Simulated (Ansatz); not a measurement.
The parent structure is GeTe (space group R3m, No. 160; a = 4.1870 Å, c = 11.0604 Å (hexagonal axes); layered).

The values are results of Kohn–Sham DFT with the r2SCAN functional, run in Ansatz (a program for electronic structure) with PAW and 500 eV plane waves, no spin-orbit coupling, not measurements.

Base values:

- Pressure: 0.00 GPa

Now apply this change: every lattice vector is shortened by 2.64 %; the atoms relax in the strained cell.

### Question
How does this affect the energy relative to the base?

### Answer
The energy increases by 22 meV/atom.

### Question
What does the calculation give for the pressure after the change?

### Answer
The pressure (mean of the normal stresses, compression positive) goes from zero to 3.52 GPa.

### Question
Predict the new largest internal atomic displacement.

### Answer
The largest internal atomic displacement comes out as 0.038 Å.

Stability against distortions was not tested. No dispersion term is included, though the crystal is made of layers, chains or molecules, so its spacings can come out too wide.
